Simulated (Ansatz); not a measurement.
Level of theory: Ansatz 0.2.0, DFT PBE, scalar-relativistic, plane waves, PAW. Settings: cutoff 420 eV, Γ-centred meshes spaced at most about 0.3 Å⁻¹, and about 0.25 Å⁻¹ or finer for metals (2π included), Gaussian smearing. No spin polarisation in the final relaxations.

These are static total energies at zero pressure.

Two relaxed structures of B:

1.

```xyz
3
Lattice="2.4438 0.0000 0.0000 0.0000 2.4438 0.0000 0.0000 0.0000 3.4845" Properties=species:S:1:pos:R:3 pbc="T T T"
B     1.2219    1.2219    0.8925
B     1.2219    1.2219    2.5920
B     0.0000    0.0000    0.0000
```

2.

```xyz
3
Lattice="2.6962 0.0000 0.0000 0.0000 2.6962 0.0000 0.0000 0.0000 2.6962" Properties=species:S:1:pos:R:3 pbc="T T T"
B     0.0000    1.3481    1.3481
B     1.3481    0.0000    1.3481
B     1.3481    1.3481    0.0000
```

**Question.** Which is lower in energy, and by how much?

**Answer.** Cell 2 is lower, by 231 meV/atom. Cell 1 has space group P4/mmm (No. 123), 6.9 Å³/atom and no gap on its mesh; cell 2 has space group Pm-3m (No. 221), 6.5 Å³/atom and no gap. Counting all near atoms (those within 1.25 times the shortest such distance or 1.15 times the sum of covalent radii; a slash parts the counts of unlike sites), cell 1 has B 6/8 and cell 2 has B 8. The denser one is the lower, and pressure would at first widen the difference. In cell 1, B on a site of symmetry 4mm is surrounded by 2 B at 1.70–1.79 Å and 4 B at 1.94 Å; B on a site of symmetry 4/mmm is surrounded by 8 B at 1.94 Å and 4 B at 2.44 Å. In cell 2, B has 8 B at 1.91 Å. Both come from invented guesses. A third cell relaxed alike, in Cc, lies 0.49 eV/atom below the lower of the two; the Pm-3m cell fell into it when its atoms were moved at random. The part of the Crystallography Open Database at hand lists B in space groups No. 58, 134, 166; no cell shown has one of them.

Cells relaxed within their symmetry can be saddle points; a later kick test found a lower structure for B Pm-3m.
